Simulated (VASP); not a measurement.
## Ir: relaxation of cell and atoms with r2SCAN+rVV10

Crystal: Ir.

```
Ir
1.0
    -1.52549    1.52549    1.52549
     1.52549   -1.52549    1.52549
     1.52549    1.52549   -1.52549
Ir
1
Direct
  0.00000 0.00000 0.00000
```

This isn't the form of Ir at room conditions, which is fcc.

* Program: VASP 6.6.1
* Task: relaxation of cell and atoms
* Functional: r2SCAN
* Dispersion: rVV10
* Potentials or basis: VASP PAW PBE potentials, release 64 (Ir)
* Cutoff: 600 eV
* k mesh: 20 × 20 × 20
* Occupations: gaussian, width 0.1 eV
* Spin: no spin polarisation
* Further INCAR settings: ALGO = Normal; EDIFF = 1e-07; IBRION = 2; EDIFFG = -0.005; NSW = 90; ISIF = 3

```
Relaxed volume                         : 14.74 Å³/atom
Relaxed cell                           : a = 2.675 Å, b = 2.675 Å, c = 2.675 Å, α = 109.47°, β = 109.47°, γ = 109.47°
Space group after relaxing (to 0.05 Å) : Im-3m (No. 229)
Energy gained by relaxing              : 22.4 meV/atom
Ionic steps                            : 4
Pressure after relaxing                : 0.0 GPa
Band gap on the k mesh                 : none (metal or under the smearing width)
```

The path:
```tsv
step	energy change (eV)	largest force (eV/Å)	pressure (GPa)	volume (Å³)
1	0.0000	0.0000	13.95	14.20
2	0.2338	0.0000	-32.98	16.89
3	-0.0223	0.0000	-0.78	14.77
4	-0.0224	0.0000	-0.04	14.74
```

Final structure:
```xyz
1
Lattice="-1.5445 1.5445 1.5445 1.5445 -1.5445 1.5445 1.5445 1.5445 -1.5445" Properties=species:S:1:pos:R:3 pbc="T T T"
Ir    0.0000    0.0000    0.0000
```

Levels at points of the mesh, in eV from the Fermi level:
| k point | band 2 | band 3 | band 4 | band 5 | band 6 | band 7 |
| --- | --- | --- | --- | --- | --- | --- |
| (0.00, 0.00, 0.00) | -3.61 | -3.61 | -3.61 | -0.56 | -0.56 | 17.90 |
| (0.50, 0.00, 0.00) | -5.48 | -0.72 | -0.05 | 0.00 | 2.32 | 8.26 |
| (0.50, 0.50, 0.50) | -7.16 | 1.61 | 1.61 | 1.61 | 8.33 | 8.33 |

It took 3.4 min on 1 thread of Intel(R) Xeon(R) 6975P-C (Granite Rapids), on a shared host, peak memory 0.26 GiB.

Caveat: the PAW data sets were made with another functional, which shifts forces and pressure a little. Spin-orbit coupling is left out, which matters for the levels of Ir.
